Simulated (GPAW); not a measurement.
Runs of GPAW 26.7.0 on FePt (Tetraferroplatinum). The structure is tetragonal, space group P4/mmm (No. 123). Conventional cell: a = 2.724 Å, b = 2.724 Å, c = 3.720 Å, α = 90.00°, β = 90.00°, γ = 90.00°. Around Pt (site symmetry 4/mmm) lie 8 Fe at 2.68 Å and 4 Pt at 2.72 Å. Around Fe (site symmetry 4/mmm) lie 8 Pt at 2.68 Å and 4 Fe at 2.72 Å. 

| task | level | potentials or basis | spin | cell | optimizer | fmax | max steps | band path | band points | gap on the mesh (eV) | pressure (GPa) | moment (μB) | relaxed volume (Å³/atom) |
| --- | --- | --- | --- | --- | --- | --- | --- | --- | --- | --- | --- | --- | --- |
| relaxation of cell and atoms | PBEsol+D3 | PAW data sets generated in the run's folder for this functional, pw | collinear, ferromagnetic start | relaxed | BFGS | 0.01 eV/Å | 100 | - | - | none | 0.0 | (a) | 13.12 |
| band structure | C09-vdW | GPAW PAW data sets (gpaw-data 1.2.1), pw | collinear, ferromagnetic start, SOC | as given | - | - | - | GXMGZRAZ,XR,MA | 100 | - | - | 3.23 | - |
| relaxation of cell and atoms | r2SCAN+D4 | GPAW PAW data sets (gpaw-data 1.2.1), pw | collinear, ferromagnetic start | relaxed | LBFGS | 0.02 eV/Å | 100 | - | - | none | -0.1 | 3.52 | (b) |
| band structure | LDA | the program's PAW data sets (release 1.2.1) made for this functional, other valence, pw | collinear, ferromagnetic start | as given | - | - | - | GXMGZRAZ,XR,MA | 60 | - | -11.2 | 3.18 | - |

Alike in all rows: k mesh 7 × 7 × 5; cutoff (eV) 600; smearing fermi-dirac 0.05 eV.

Task: Estimate the missing entries.

Result: (a) 3.05; (b) 13.91.

Caveats: each step starts from the last one's moments, so a moment once lost doesn't come back (some runs); later steps reuse the first step's grids (some runs); pairwise dispersion overbinds metals, which lowers pressure and volume (some runs); the PAW data sets were made with another functional, which shifts forces and pressure a little (some runs); spin-orbit coupling was added after a scalar SCF, so levels and gaps hold it while energy, forces, pressure and moments don't (some runs); this program's spin-orbit splittings come out too wide for heavy elements (some runs); spin-orbit coupling is left out, which moves the levels of the heavy elements (some runs).

A k mesh can miss the band edges, and rows without SOC leave out spin-orbit coupling on Pt.

A gap of «none» marks a metal or a gap under the smearing width.

The runs don't all hold the same shells in valence.

Runs at the PBE level aren't shown here.
